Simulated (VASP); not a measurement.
# ZrB2 (P6/mmm) in VASP: electric field gradients with PBE

Aim: the electric field gradients of ZrB2 with PBE.

Everything below comes from runs of VASP 6.6.1. Logs are shortened: lines on timing, memory, paths and dates and some standing lists are left out, and cuts for length are marked.

## Step 1: Starting point

Symmetry: P6/mmm, No. 191, hexagonal system. Conventional cell: a = 3.167 Å, b = 3.167 Å, c = 3.531 Å, α = 90.00°, β = 90.00°, γ = 120.00°. Around Zr (site symmetry 6/mmm) lie 12 B at 2.54 Å. Around B (site symmetry -6m2) lie 3 B at 1.83 Å.

The cell was built by a generator and needn't be a form met in nature.

## Step 2: Electric field gradients, PBE

INCAR

```
SYSTEM = ZrB2
PREC = Accurate ; ENCUT = 520
EDIFF = 1E-8 ; ISMEAR = 0
SIGMA = 0.1 ; LREAL = .False.
LASPH = .True. ; NELM = 100
ALGO = Fast ; ISIF = 2
LWAVE = .False. ; LCHARG = .False.
GGA = PE ; LEFG = .True.
NBANDS = 16
```

KPOINTS

```
Automatic mesh
0
Gamma
  18 18 12
  0 0 0
```

POSCAR

```
ZrB2
1.0
    3.1670000000      0.0000000000      0.0000000000
   -1.5835000000      2.7427024538      0.0000000000
    0.0000000000      0.0000000000      3.5310000000
Zr B
1 2
Direct
    0.0000000000      0.0000000000      0.0000000000
    0.3333333333      0.6666666667      0.5000000000
    0.6666666667      0.3333333333      0.5000000000
```

Potentials or basis: VASP PAW PBE potentials, release 64 (Zr_sv, B).

Started as:

```sh
$ cat potpaw_PBE.64/Zr_sv/POTCAR potpaw_PBE.64/B/POTCAR > POTCAR
$ mpirun -np 1 vasp_std > vasp.out
```

OUTCAR:

```text
SYSTEM = ZrB2
   PREC = Accurate
   ENCUT = 520
   EDIFF = 1E-8
   ISMEAR = 0
   LREAL = .False.
   LASPH = .True.
   NELM = 100
   ISIF = 2
   GGA = PE

 ion  position               nearest neighbor table
   1  0.000  0.000  0.000-   2 2.54   3 2.54   2 2.54   3 2.54   3 2.54   3 2.54   2 2.54   2 2.54
                             3 2.54   3 2.54   2 2.54   2 2.54
   2  0.333  0.667  0.500-   3 1.83   3 1.83   3 1.83   1 2.54   1 2.54   1 2.54   1 2.54   1 2.54
                             1 2.54
   3  0.667  0.333  0.500-   2 1.83   2 1.83   2 1.83   1 2.54   1 2.54   1 2.54   1 2.54   1 2.54
                             1 2.54

  LATTYP: Found a hexagonal cell.
 ALAT       =     3.1670000000
 C/A-ratio  =     1.1149352700

  Lattice vectors:

 A1 = (   3.1670000000,   0.0000000000,   0.0000000000)
 A2 = (  -1.5835000000,   2.7427024538,   0.0000000000)
 A3 = (   0.0000000000,   0.0000000000,   3.5310000000)

Analysis of symmetry for initial positions (statically):
=====================================================================
 Subroutine PRICEL returns:
 Original cell was already a primitive cell.

 Routine SETGRP: Setting up the symmetry group for a
 hexagonal supercell.

 Subroutine GETGRP returns: Found 24 space group operations
 (whereof 24 operations were pure point group operations)
 out of a pool of 24 trial point group operations.

The static configuration has the point symmetry D_6h.

Analysis of symmetry for dynamics (positions and initial velocities):
=====================================================================
 Subroutine PRICEL returns:
 Original cell was already a primitive cell.

 Routine SETGRP: Setting up the symmetry group for a
 hexagonal supercell.

 Subroutine GETGRP returns: Found 24 space group operations
 (whereof 24 operations were pure point group operations)
 out of a pool of 24 trial point group operations.

The dynamic configuration has the point symmetry D_6h.

 Subroutine INISYM returns: Found 24 space group operations
 (whereof 24 operations are pure point group operations),
 and found     1 'primitive' translations

----------------------------------------------------------------------------------------

                                     Primitive cell

  volume of cell :      30.6708

  direct lattice vectors                    reciprocal lattice vectors
     3.167000000  0.000000000  0.000000000     0.315756236  0.182301948  0.000000000
    -1.583500000  2.742702454  0.000000000     0.000000000  0.364603896  0.000000000
     0.000000000  0.000000000  3.531000000     0.000000000  0.000000000  0.283205891

  length of vectors
     3.167000000  3.167000000  3.531000000     0.364603896  0.364603896  0.283205891

  position of ions in fractional coordinates (direct lattice)
     0.000000000  0.000000000  0.000000000
     0.333333333  0.666666667  0.500000000
     0.666666667  0.333333333  0.500000000

  ion indices of the primitive-cell ions
   primitive index   ion index
                 1           1
                 2           2
                 3           3

----------------------------------------------------------------------------------------

 KPOINTS: Automatic mesh

Automatic generation of k-mesh.
 Grid dimensions read from file:
 generate k-points for:   18   18   12

 Generating k-lattice:

  Cartesian coordinates                     Fractional coordinates (reciprocal lattice)
     0.017542013  0.010127886  0.000000000     0.055555556  0.000000000  0.000000000
     0.000000000  0.020255772  0.000000000     0.000000000  0.055555556  0.000000000
     0.000000000  0.000000000  0.023600491     0.000000000  0.000000000  0.083333333

  Length of vectors
     0.020255772  0.020255772  0.023600491

  Shift w.r.t. Gamma in fractional coordinates (k-lattice)
     0.000000000  0.000000000  0.000000000

 Subroutine IBZKPT returns following result:
 ===========================================

 Found    259 irreducible k-points:

 Following reciprocal coordinates:
            Coordinates               Weight
  0.000000  0.000000  0.000000      1.000000
  0.055556 -0.000000  0.000000      6.000000
  0.111111 -0.000000  0.000000      6.000000
  0.166667  0.000000  0.000000      6.000000
  0.222222 -0.000000  0.000000      6.000000
  0.277778  0.000000  0.000000      6.000000
[... 16 lines left out ...]
  0.333333  0.111111  0.000000     12.000000
  0.388889  0.111111  0.000000     12.000000
 [... further k-points ...]
   k-points           NKPTS =    259   k-points in BZ     NKDIM =    259   number of bands    NBANDS=     16
   number of dos      NEDOS =    301   number of ions     NIONS =      3
   total plane-waves  NPLWV =  16128
   dimension x,y,z NGX =    24 NGY =   24 NGZ =   28
   dimension x,y,z NGXF=    48 NGYF=   48 NGZF=   56
   ions per type =               1   2
   NGX,Y,Z   is equivalent  to a cutoff of  12.60, 12.60, 13.18 a.u.
   NGXF,Y,Z  is equivalent  to a cutoff of  25.20, 25.20, 26.37 a.u.
 SYSTEM =  ZrB2
   PREC   = accura    normal or accurate (medium, high low for compatibility)
   ISTART =      0    job   : 0-new  1-cont  2-samecut
   ICHARG =      2    charge: 1-file 2-atom 10-const
   ISPIN  =      1    spin polarized calculation?
   LNONCOLLINEAR =      F non collinear calculations
   LSORBIT =      F    spin-orbit coupling
   LASPH  =      T    aspherical Exc in radial PAW
   ENCUT  =  520.0 eV  38.22 Ry    6.18 a.u.   5.89  5.89  6.57*2*pi/ulx,y,z
   NELM   =    100;   NELMIN=  2; NELMDL= -5     # of ELM steps
   EDIFF  = 0.1E-07   stopping-criterion for ELM
   LREAL  =      F    real-space projection
   EDIFFG = 0.1E-06   stopping-criterion for IOM
   NSW    =      0    number of steps for IOM
   IBRION =     -1    ionic relax: 0-MD 1-quasi-New 2-CG
   NFREE  =      0    steps in history (QN), initial steepest desc. (CG)
   ISIF   =      2    stress and relaxation
   ISYM   =      2    0-nonsym 1-usesym 2-fastsym
   POTIM  = 0.5000    time-step for ionic-motion
   TEBEG  =    0.0;   TEEND  =   0.0 temperature during run
   PSTRESS=    0.0 pullay stress
   NELECT =      18.0000    total number of electrons
   NUPDOWN=      -1.0000    fix difference up-down
   EMIN   =  10.00;   EMAX   =-10.00  energy-range for DOS
   EFERMI =   0.00;   METHOD = LEGACY
   ISMEAR =     0;   SIGMA  =   0.10  broadening in eV -4-tet -1-fermi 0-gaus
   EFERMI_NEDOS =   21; number of points for ismear=-14 and -15
   IALGO  =     68    algorithm
   IMIX   =      4    mixing-type and parameters
     AMIX     =   0.40;   BMIX     =  1.00
     AMIX_MAG =   1.60;   BMIX_MAG =  1.00
  volume/ion in A,a.u.               =      10.22        68.99
  Fermi-wavevector in a.u.,A,eV,Ry     =   1.370642  2.590139 25.560730  1.878661
  Thomas-Fermi vector in A             =   2.496410
   LORBIT       =      0    0 simple, 1 ext, 2 COOP (PROOUT), +10 PAW based schemes
   GGA     = PE    functional components
   LHFCALC =     F    Hartree Fock is set to
   AEXX    =    0.0000 exact exchange contribution
   IVDW    =     0    specifies the selected vdW correction
   LEPSILON=     F    determine dielectric tensor
   LRPA    =     F    only Hartree local field effects (RPA)
 non-spin polarized calculation
 RMM-DIIS sequential band-by-band and
 Gauss-broadening in eV      SIGMA  =   0.10
  energy-cutoff  :      520.00
  volume of cell :       30.67
 maximum number of plane-waves:       844
 NGX is ok and might be reduce to    24
   NGX = 11   NGY = 11   NGZ = 13

 number of electron      18.0000000 magnetization

 Free energy of the ion-electron system (eV)
  ---------------------------------------------------
  ext. energy  EPLUGINS =         0.00000000
  ---------------------------------------------------
  free energy    TOTEN  =       -24.97821017 eV

  energy without entropy =      -24.97709051  energy(sigma->0) =      -24.97765034

 E-fermi :  10.6086     XC(G=0): -12.4548

 val. band max:       10.5344229950   @ k =   0.1111  -0.0000   0.4167
 cond. band min:      10.6154217044   @ k =   0.2222   0.2222   0.0833
 fundamental gap:      0.0809987094
 Fermi energy:        10.6085921058

 k-point     1 :       0.0000    0.0000    0.0000
  band No.  band energies     occupation
      1     -38.0691      2.00000
      2     -16.2582      2.00000
      3     -15.6998      2.00000
      4     -15.6998      2.00000
      5      -2.1897      2.00000
      6       7.9200      2.00000
[... 8 lines left out ...]
     15      15.7088      0.00000
     16      15.7088      0.00000

 k-point     2 :       0.0556   -0.0000    0.0000
  band No.  band energies     occupation
      1     -38.0656      2.00000
      2     -16.2529      2.00000
      3     -15.7306      2.00000
      4     -15.7065      2.00000
      5      -2.1273      2.00000
      6       7.7310      2.00000
[... 8 lines left out ...]
     15      16.0908      0.00000
     16      16.1904      0.00000

 k-point     3 :       0.1111   -0.0000    0.0000
  band No.  band energies     occupation
      1     -38.0555      2.00000
      2     -16.2379      2.00000
      3     -15.8183      2.00000
      4     -15.7256      2.00000
      5      -1.9438      2.00000
      6       7.2305      2.00000
[... 8 lines left out ...]
     15      16.5359      0.00000
     16      17.0963      0.00000

 k-point     4 :       0.1667    0.0000    0.0000
  band No.  band energies     occupation
      1     -38.0400      2.00000
      2     -16.2148      2.00000
      3     -15.9502      2.00000
      4     -15.7546      2.00000
      5      -1.6481      2.00000
      6       6.5453      2.00000
[... 8 lines left out ...]
     15      17.3376      0.00000
     16      17.4812      0.00000
[... 324 lines left out ...]
 k-point    22 :       0.2778    0.1111    0.0000
  band No.  band energies     occupation
      1     -37.9760      2.00000
      2     -16.4166      2.00000
      3     -16.1191      2.00000
      4     -15.9204      2.00000
      5      -0.0583      2.00000
      6       4.2202      2.00000
[... 8 lines left out ...]
     15      18.4705      0.00000
     16      20.2091      0.00000

 k-point    23 :       0.3333    0.1111    0.0000
  band No.  band energies     occupation
      1     -37.9611      2.00000
      2     -16.5199      2.00000
      3     -16.0968      2.00000
      4     -15.9571      2.00000
      5       0.5557      2.00000
      6       3.4634      2.00000
[... 8 lines left out ...]
     15      19.3552      0.00000
     16      19.9372      0.00000

 k-point    24 :       0.3889    0.1111    0.0000
  band No.  band energies     occupation
      1     -37.9514      2.00000
      2     -16.5864      2.00000
      3     -16.0822      2.00000
      4     -15.9809      2.00000
      5       1.2171      2.00000
      6       2.7125      2.00000
[... 8 lines left out ...]
     15      19.3083      0.00000
     16      20.0754      0.00000

 [... further k-points ...]
[... 5 lines left out ...]
  --------------------------------------------------------------------------------------
  -------------------------------------------------------------------------------------
  Total        0.2524092      0.2524092      0.3597501      0.0000000     -0.0000000      0.0000000
  in kB       13.1853396     13.1853396     18.7926060      0.0000000     -0.0000000      0.0000000
  external PRESSURE =      15.0544284 kB  Pullay stress =       0.0000000 kB

 VOLUME and BASIS-vectors are now :
 -----------------------------------------------------------------------------
  energy-cutoff  :      520.00
  volume of cell :       30.67
      direct lattice vectors                 reciprocal lattice vectors
     3.167000000  0.000000000  0.000000000     0.315756236  0.182301948  0.000000000
    -1.583500000  2.742702454  0.000000000     0.000000000  0.364603896  0.000000000
     0.000000000  0.000000000  3.531000000     0.000000000  0.000000000  0.283205891

 POSITION                                       TOTAL-FORCE (eV/Angst)
 -----------------------------------------------------------------------------------
      0.00000      0.00000      0.00000        -0.000000     -0.000000      0.000000
     -0.00000      1.82847      1.76550         0.000000      0.000000      0.000000
      1.58350      0.91423      1.76550        -0.000000      0.000000      0.000000
 -----------------------------------------------------------------------------------
    total drift:                               -0.000000      0.000000      0.000000

  FREE ENERGIE OF THE ION-ELECTRON SYSTEM (eV)
  ---------------------------------------------------
  free  energy   TOTEN  =       -24.9782101703 eV

  energy  without entropy=      -24.9770905087  energy(sigma->0) =      -24.97765034

 Electric field gradients (V/A^2)
---------------------------------------------------------------------
 ion       V_xx      V_yy      V_zz      V_xy      V_xz      V_yz
---------------------------------------------------------------------
   1     -20.792   -20.792    41.584    -0.000    -0.000     0.000
   2      -0.896    -0.896     1.793    -0.000     0.000    -0.000
   3      -0.896    -0.896     1.793    -0.000     0.000     0.000
---------------------------------------------------------------------

 Electric field gradients after diagonalization (V/A^2)
 (convention: |V_zz| > |V_xx| > |V_yy|)
----------------------------------------------------------------------
 ion       V_xx      V_yy      V_zz     asymmetry (V_yy - V_xx)/ V_zz
----------------------------------------------------------------------
   1     -20.792   -20.792    41.584       0.000
   2      -0.896    -0.896     1.793       0.000
   3      -0.896    -0.896     1.793       0.000
----------------------------------------------------------------------

           NMR quadrupolar parameters

 Cq : quadrupolar parameter    Cq=e*Q*V_zz/h
 eta: asymmetry parameters     (V_yy - V_xx)/ V_zz
 Q  : nuclear electric quadrupole moment in mb (millibarn)
----------------------------------------------------------------------
 ion       Cq(MHz)       eta       Q (mb)
----------------------------------------------------------------------
   1       0.101       0.000       1.000
   2       0.004       0.000       1.000
   3       0.004       0.000       1.000
----------------------------------------------------------------------
```

It took 4.5 min on 1 thread of Intel Xeon Platinum 8259CL at 2.50GHz (Skylake/Cascade Lake), shared host; peak memory 0.24 GiB.

What came out:

```
Free energy            : -24.9782 eV
Pressure               : 1.5 GPa
Band gap on the k mesh : none (metal or under the smearing width)
```

Electric field gradients, principal values (V/Å²):
```tsv
atom	Vxx	Vyy	Vzz
1 Zr	-20.792	-20.792	41.584
2 B	-0.896	-0.896	1.793
3 B	-0.896	-0.896	1.793
```
